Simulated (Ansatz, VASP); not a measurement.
**C: VASP beside Ansatz**

```
C
1.0
     2.09857   -1.21168    0.00000
     2.09857    1.21168    0.00000
    -1.36043    0.00000    3.45549
C
2
Direct
  0.16664 0.16664 0.99991
  0.83336 0.83336 0.00009
```

This is a stacking variant of graphite.

Alike in both runs: task single point; functional PBEsol; k mesh 13 × 13 × 8; occupations fermi-dirac, width 0.05 eV; no spin polarisation.

|  | VASP | Ansatz |
| --- | --- | --- |
| version | VASP 6.6.1 | Ansatz 0.2.0 |
| potentials or method | VASP PAW PBE potentials, release 64 (C) | Ansatz PAW |
| plane-wave cutoff (eV) | 520 | 420 |
| valence electrons in the cell | 8 | 8 |

|  | VASP | Ansatz | Ansatz less VASP |
| --- | --- | --- | --- |
| gap on the k mesh at the Fermi level (eV) | 0.93 | 0.93 | +0.001 |
| least direct gap on the mesh (eV) | 0.94 | 0.94 | 0.000 |
| pressure (GPa) | 13.5 | 12.8 | -0.69 |
| largest component of the traceless stress (GPa) | 12.87 | 12.10 | -0.768 |

Caveats: this functional lacks dispersion, which binds the layers, so the pressure and a relaxed spacing across them are unreliable; the PAW data sets were made with another functional, which shifts forces and pressure a little (VASP); an odd mesh through Γ misses points on the zone boundary, where band edges often lie (VASP); odd divisions of the mesh miss points on the zone boundary, where band edges often lie, so the gap on the mesh can be too wide (Ansatz); the pressure holds a Pulay correction of +0.5 GPa for the finite cutoff (Ansatz); the PAW data sets come from PBE, with cores solved anew for the run's functional, which leaves a small shift of forces and pressure (Ansatz).
